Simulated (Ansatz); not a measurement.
Band table of Mn (hcp type)

```
CELL_PARAMETERS angstrom
1.87937 0.00000 0.00000
-0.93968 1.62758 0.00000
0.00000 0.00000 3.01000
ATOMIC_POSITIONS crystal
Mn 0.33333 0.66667 0.25000
Mn 0.66667 0.33333 0.75000
```

The cell comes from a relaxation on PAW files under the same functional, begun from a prototype that needn't be the stable phase.

All numbers are PBE results (scalar-relativistic) from Ansatz 0.2.0, with a Γ-centred 17×17×9 k mesh, Fermi–Dirac smearing of 0.05 eV, no spin polarisation. Methods: LAPW: all electrons, basis error target 1 meV/atom.

This run: volume at 0.43 of the series' base cell.

Spin polarisation is left out, though a magnetic state may lie lower.

Path points, in fractions of the reciprocal vectors: Γ (0.000, 0.000, 0.000), M (0.500, 0.000, 0.000), K (0.333, 0.333, 0.000), A (0.000, 0.000, 0.500), L (0.500, 0.000, 0.500), H (0.333, 0.333, 0.500). Levels in eV from the Fermi level; bands 17 to 26, counted from the lowest band of the run. The gap is zero, the pressure 1317 GPa.

```
# k(1/Å) point b17 b18 b19 b20 b21 b22 b23 b24 b25 b26
0.000 Γ -10.96 -8.33 -4.32 -4.32 -4.00 -2.59 -2.59 -1.16 -1.16 3.96
0.483 - -10.06 -7.18 -5.90 -3.23 -3.18 -2.82 -2.45 -1.98 -1.57 0.77
0.965 - -10.49 -6.92 -6.84 -4.80 -3.49 -2.88 -0.99 -0.32 1.03 1.09
1.448 - -12.31 -10.16 -8.06 -4.68 -1.92 -1.85 -1.21 3.16 4.17 5.51
1.930 M -13.05 -11.33 -8.60 -5.11 -2.24 -1.02 0.08 4.87 5.61 5.67
2.209 - -12.41 -11.45 -8.12 -5.13 -2.35 -1.03 -0.64 4.91 5.19 5.39
2.487 - -11.78 -10.68 -6.97 -5.06 -2.69 -2.29 -0.99 4.17 4.80 4.90
2.766 - -12.16 -8.33 -6.05 -4.71 -4.20 -3.30 -0.67 3.42 4.39 4.50
3.045 K -12.35 -6.11 -6.11 -5.87 -4.07 -4.07 -0.33 3.68 3.68 4.36
3.602 - -11.27 -8.30 -7.47 -5.19 -3.57 -2.28 -1.51 1.64 4.65 4.93
4.159 - -8.39 -8.35 -7.88 -4.69 -4.47 -3.15 -0.69 -0.60 1.64 4.44
4.716 - -9.75 -6.92 -6.25 -3.20 -3.10 -2.75 -2.65 -2.48 -1.01 0.60
5.273 Γ -10.96 -8.33 -4.32 -4.32 -4.00 -2.59 -2.59 -1.16 -1.16 3.96
5.534 - -10.77 -7.98 -4.51 -4.51 -4.15 -2.83 -2.83 -0.68 -0.68 4.01
5.795 - -10.21 -7.31 -4.77 -4.77 -4.23 -3.41 -3.41 0.44 0.44 4.02
6.056 - -9.34 -7.42 -4.82 -4.82 -4.06 -4.06 -3.17 1.62 1.73 1.73
6.317 A -8.32 -8.32 -4.57 -4.57 -4.57 -4.57 -0.98 -0.98 2.89 2.89
6.800 - -7.41 -7.41 -6.05 -6.05 -3.66 -3.66 -1.83 -1.83 2.72 2.72
7.282 - -9.26 -9.26 -6.38 -6.38 -1.65 -1.65 -1.18 -1.18 2.73 2.73
7.765 - -11.09 -11.09 -8.15 -8.15 -0.61 -0.61 2.14 2.14 4.18 4.18
8.247 L -11.70 -11.70 -9.00 -9.00 -0.53 -0.53 3.57 3.57 5.34 5.34
8.526 - -11.30 -11.30 -8.66 -8.66 -1.29 -1.29 3.22 3.22 4.84 4.84
8.805 - -10.35 -10.35 -7.72 -7.72 -2.78 -2.78 1.62 1.62 4.67 4.67
9.083 - -9.28 -9.28 -7.07 -7.07 -3.43 -3.43 -0.17 -0.17 4.47 4.47
9.362 H -8.54 -8.54 -7.52 -7.52 -2.92 -2.92 -1.07 -1.07 4.29 4.29
9.919 - -9.74 -9.74 -6.23 -6.23 -3.25 -3.25 -1.30 -1.30 5.25 5.25
10.476 - -9.23 -9.23 -5.26 -5.26 -3.93 -3.93 -1.27 -1.27 4.09 4.09
11.033 - -7.16 -7.16 -6.41 -6.41 -3.47 -3.47 -1.98 -1.98 2.71 2.71
11.591 A -8.32 -8.32 -4.57 -4.57 -4.57 -4.57 -0.98 -0.98 2.89 2.89
```
